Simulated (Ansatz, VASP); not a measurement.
AlN in VASP and in Ansatz

The input INCAR:

```
PREC     = Accurate       # precision mode
ENCUT    = 600            # plane-wave cutoff, eV
EDIFF    = 1E-6           # SCF threshold, eV
ISMEAR   = 0              # smearing method
SIGMA    = 0.02           # smearing width, eV
LREAL    = False          # projectors in reciprocal space
LASPH    = True           # aspherical terms in the spheres
NELM     = 80             # most SCF steps
ALGO     = Normal         # electronic algorithm
ISIF     = 3              # what is computed and relaxed
LWAVE    = False          # write WAVECAR
LCHARG   = False          # write CHGCAR
GGA      = PS             # functional
IBRION   = 2              # ionic algorithm
NSW      = 70             # ionic steps
EDIFFG   = -0.005         # ionic threshold
```

The input KPOINTS:

```
Automatic mesh
0
Gamma
  9 9 6
```

File POSCAR:

```
AlN
1.0
    3.1302455677      0.0000000000      0.0000000000
   -1.5651227838      2.7108721817      0.0000000000
    0.0000000000      0.0000000000      5.0179604231
Al N
2 2
Direct
    0.3333333333      0.6666666667     -0.0007713538
    0.6666666667      0.3333333333      0.4992286462
    0.3333333333      0.6666666667      0.3807713538
    0.6666666667      0.3333333333      0.8807713538
```

Input for Ansatz:

```yaml
crystal:
  lattice:
    - [3.1302455677, 0.0, 0.0]
    - [-1.5651227838, 2.7108721817, 0.0]
    - [0.0, 0.0, 5.0179604231]
  atoms:
    - { symbol: Al, position: [0.3333333333, 0.6666666667, -0.0007713538] }
    - { symbol: Al, position: [0.6666666667, 0.3333333333, 0.4992286462] }
    - { symbol: "N", position: [0.3333333333, 0.6666666667, 0.3807713538] }
    - { symbol: "N", position: [0.6666666667, 0.3333333333, 0.8807713538] }
basis:
  ecutwfc: 420
kpoints:
  mp_grid: { grid: [9, 9, 6] }
hamiltonian:
  xc: pbesol
scf:
  occupations: { method: gaussian, width: 0.02 }
output:
  forces: true
  stress: true
  eigenvalues: true
relax:
  adjacent_minimum: "off"
  f_tol: 0.005
  max_steps: 50
  cell: { stress_tol: 0.05 }
```

Alike in both runs: task relaxation of cell and atoms; functional PBEsol; k mesh 9 × 9 × 6; occupations gaussian, width 0.02 eV; no spin polarisation.

|  | VASP | Ansatz |
| --- | --- | --- |
| version | VASP 6.6.1 | Ansatz 0.2.0 |
| potentials or method | VASP PAW PBE potentials, release 64 (Al, N) | scalar-relativistic, plane waves, PAW |
| plane-wave cutoff (eV) | 600 | 420 |
| valence electrons in the cell | 16 | 16 |

Ansatz gave:

```
gap on the k mesh at the Fermi level, each at its own relaxed structure (eV) : 4.09
relaxed volume (Å³/atom)                                                     : 10.46
relaxed cell length with the largest relative difference (Å)                 : 4.984
energy change over the relaxation (meV/atom)                                 : -2
```

Problem. What did VASP give for the same quantities?

Solution. gap on the k mesh at the Fermi level, each at its own relaxed structure (eV): 4.12; relaxed volume (Å³/atom): 10.45; relaxed cell length with the largest relative difference (Å): 4.982; energy change over the relaxation (meV/atom): -2.

Caveats: the PAW data sets were made with another functional, which shifts forces and pressure a little (VASP); an odd mesh through Γ misses points on the zone boundary, where band edges often lie. A hybrid or GW would open this gap; PBEsol tends to underestimate it.
